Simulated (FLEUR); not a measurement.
## Bi and the effect of the volume of the cell

The structure is cubic, space group Im-3m (No. 229). Conventional cell: a = 3.963 Å, b = 3.963 Å, c = 3.963 Å, α = 90.00°, β = 90.00°, γ = 90.00°. Around Bi (site symmetry m-3m) lie 8 Bi at 3.43 Å.

This isn't the form of Bi at room conditions, which is rhombohedral.

Kept alike: task single point; functional PBEsol; k mesh 9 × 9 × 9; occupations fermi-dirac, width 0.05 eV; no spin polarisation. Program: FLEUR, all-electron, FLAPW. The mesh is that of the run's cell of 1 atom. No spin-orbit coupling.

```csv
"volume of cell, f (times the cell shown)",free energy over the lowest row (meV/atom)
0.8,227.82
0.85,98.40
0.9,27.91
0.95,0.00
1,4.65
1.05,34.51
1.1,82.86
```

The cell shown is the unstrained one; x, y and z are its Cartesian axes; atoms keep their fractions. For a metal such a mesh leaves the last digits unconverged.

Task: What does the volume of the cell change here?

Result: The free energy is lowest at 0.95, and 227.82 meV an atom higher at 0.8.
